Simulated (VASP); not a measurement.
Input of a VASP 6.6.1 run:

File INCAR:

```
SYSTEM = Tl
PREC = Accurate
ENCUT = 520
EDIFF = 1E-7
ISMEAR = -1
SIGMA = 0.05
LREAL = .False.
LASPH = .True.
NELM = 100
ALGO = Normal
ISIF = 2
LWAVE = .False.
LCHARG = .True.
GGA = PE
LELF = .True.
LVHAR = .True.
NBANDS = 12
```

The input KPOINTS:

```
Automatic mesh
0
Gamma
  10 10 10
  0 0 0
```

File POSCAR:

```
Tl
1.0
   -1.9059030000      1.9307080000      1.9519950000
    1.9155580000     -1.9200880000      1.9510300000
    1.9871510000      2.0013360000     -1.9413750000
Tl
1
Direct
   -0.0137550000      0.0046210000      0.0043480000
```

Potentials or basis: VASP PAW PBE potentials, release 64 (Tl_d).

Run with:

```sh
$ cat potpaw_PBE.64/Tl_d/POTCAR > POTCAR
$ mpirun -np 1 vasp_std > vasp.out
```

**Question.** What does it give for the band gap on the k mesh?

**Answer.** None (metal or under the smearing width).

**Question.** Predict the pressure.

**Answer.** 1.3 GPa.

Stress tensor (GPa, compression positive):
```
 1.33 -1.04 -0.10
-1.04  1.19 -0.13
-0.10 -0.13  1.53
```

Spin-orbit coupling is left out, which matters for the levels of Tl.
